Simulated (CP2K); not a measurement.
GaN:

```
Ga N
1.0
     3.18693    0.00000    0.00000
     1.59347    2.75996    0.00000
     1.59347    0.91999    2.60212
Ga N
1 1
Cartesian
  0.0000 0.0000 0.0000
  1.5935 0.9200 0.6505
```

The cell is a database's computed one.

Base run:

| Property | Result |
| --- | --- |
| Program | CP2K 2026.2 |
| Functional | HLE16 |
| Potentials or basis | GTH_POTENTIALS Ga GTH-PBE-q13, N GTH-PBE-q5; DZVP-MOLOPT-SR-GTH basis |
| Density cutoff | 6123 eV |
| k mesh | 10 × 10 × 10 |
| Occupations | fermi-dirac, width 0.05 eV |
| Spin | no spin polarisation |

Its results: band gap on the k mesh 2.64 eV, direct; pressure -25.6 GPa.

The run is repeated on the same cell with these changes: functional from HLE16 to PBE. What comes out?

Band gap on the k mesh 1.71 eV, direct; pressure 7.5 GPa.

Caveats: the basis of atomic orbitals isn't converged, which shifts pressures, moduli and gaps; the real-space grid breaks the cell's symmetry a little; the potentials were made for a functional far from this one (some runs); the potentials were made for another functional, which shifts forces and pressure (some runs).
